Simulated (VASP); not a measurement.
Runs of VASP 6.6.1 on Ni. It takes space group Fm-3m (No. 225, cubic). Conventional cell: a = 3.475 Å, b = 3.475 Å, c = 3.475 Å, α = 90.00°, β = 90.00°, γ = 90.00°. Ni (site symmetry m-3m) has 12 Ni at 2.46 Å as nearest neighbours. 

```csv
level,gap on the mesh (eV),pressure (GPa),moment (μB),relaxed volume (Å³/atom)
revPBE+D3,none,0.0,0.62,10.37
PBEsol+D4,none,0.0,0.62,10.21
RPBE+D3,none,0.0,0.63,(a)
revPBE+D4,none,0.1,0.62,-
PBEsol+rVV10,none,0.0,0.62,10.33
revPBE+D3(BJ),none,0.0,0.62,10.37
RPBE+D4,none,0.1,0.63,(b)
RPBE+D3(BJ),none,-0.1,0.62,9.57
```

Alike in all rows: task relaxation of cell and atoms; potentials or basis VASP PAW PBE potentials, release 64 (Ni); spin collinear, ferromagnetic start; cell relaxed; k mesh 13 × 13 × 13; cutoff (eV) 600; smearing fermi-dirac 0.05 eV.

Task: Fill in the values left out.

Result: (a) 10.60; (b) 10.51.

Caveats: the PAW data sets were made with another functional, which shifts forces and pressure a little; pairwise dispersion overbinds metals, which lowers pressure and volume; the relaxation stopped at its first step, so nothing moved (some runs).

A gap of «none» marks a metal or a gap under the smearing width.

Runs at the PBE level aren't shown here.
